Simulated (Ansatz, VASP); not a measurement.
## One calculation of Pt, two programs

INCAR

```
SYSTEM = Pt
PREC = Accurate ; ENCUT = 600
EDIFF = 1E-7 ; ISMEAR = -1
SIGMA = 0.05 ; LREAL = .False.
LASPH = .True. ; NELM = 60
ALGO = Normal ; ISIF = 3
LWAVE = .False. ; LCHARG = .False.
GGA = B5 ; ALDAX = 1.0
AGGAX = 1.0 ; AGGAC = 1.0
ALDAC = 0.0 ; IVDW = 13
VDW_S6 = 1.0 ; VDW_S8 = 2.34076671
VDW_A1 = 0.44488865 ; VDW_A2 = 4.0933009
IBRION = 2 ; NSW = 60
EDIFFG = -0.01
```

The input KPOINTS:

```
regular mesh
0
Gamma
  12 12 12
  0 0 0
```

The input POSCAR:

```
Pt
1.0
   -1.5842200000      1.5842200000      1.5842200000
    1.5842200000     -1.5842200000      1.5842200000
    1.5842200000      1.5842200000     -1.5842200000
Pt
1
Direct
    0.0000000000      0.0000000000      0.0000000000
```

The input input.yaml:

```yaml
crystal:
  lattice:
    - [-1.58422, 1.58422, 1.58422]
    - [1.58422, -1.58422, 1.58422]
    - [1.58422, 1.58422, -1.58422]
  atoms:
    - { symbol: Pt, position: [0.0, 0.0, 0.0] }
hamiltonian:
  xc: blyp
  pseudopotentials: { kind: paw }
  dispersion: d4
kpoints:
  mp_grid: { grid: [12, 12, 12] }
scf:
  occupations: { method: fermi_dirac, width: 0.05 }
output:
  forces: true
  stress: true
  eigenvalues: true
  write_density: true
  write_potential: true
  elf: true
  volumetric_format: npy
relax:
  f_tol: 0.01
  max_steps: 40
  cell: { stress_tol: 0.05 }
```

This isn't the form of Pt at room conditions, which is fcc.

Alike in both runs: task relaxation of cell and atoms; functional BLYP; dispersion D4; k mesh 12 × 12 × 12; occupations fermi-dirac, width 0.05 eV; no spin polarisation.

|  | VASP | Ansatz |
| --- | --- | --- |
| version | VASP 6.6.1 | Ansatz 0.2.0 |
| potentials or method | VASP PAW PBE potentials, release 64 (Pt) | Ansatz PAW |
| plane-wave cutoff (eV) | 600 | 420 |
| valence electrons in the cell | 10 | 18 |

```tsv
	VASP	Ansatz	Ansatz less VASP
gap on the k mesh at the Fermi level, each at its own relaxed structure (eV)	none	none	-
relaxed volume (Å³/atom)	15.89	15.80	-0.090
relaxed cell length with the largest relative difference (Å)	2.743	2.738	-0.0052
```

A gap of «none» marks a metal or a gap that the smearing closes. The two sets of potentials don't hold the same shells in valence.

Caveats: pairwise dispersion overbinds metals, which lowers pressure and volume; the PAW data sets were made with another functional, which shifts forces and pressure a little (VASP); the plane-wave basis is chosen anew once the cell has moved, so the energies of steps on either side of that aren't comparable (Ansatz); the PAW data sets come from PBE, with cores solved anew for the run's functional, which leaves a small shift of forces and pressure (Ansatz). Spin-orbit coupling is left out, which matters for the levels of Pt.
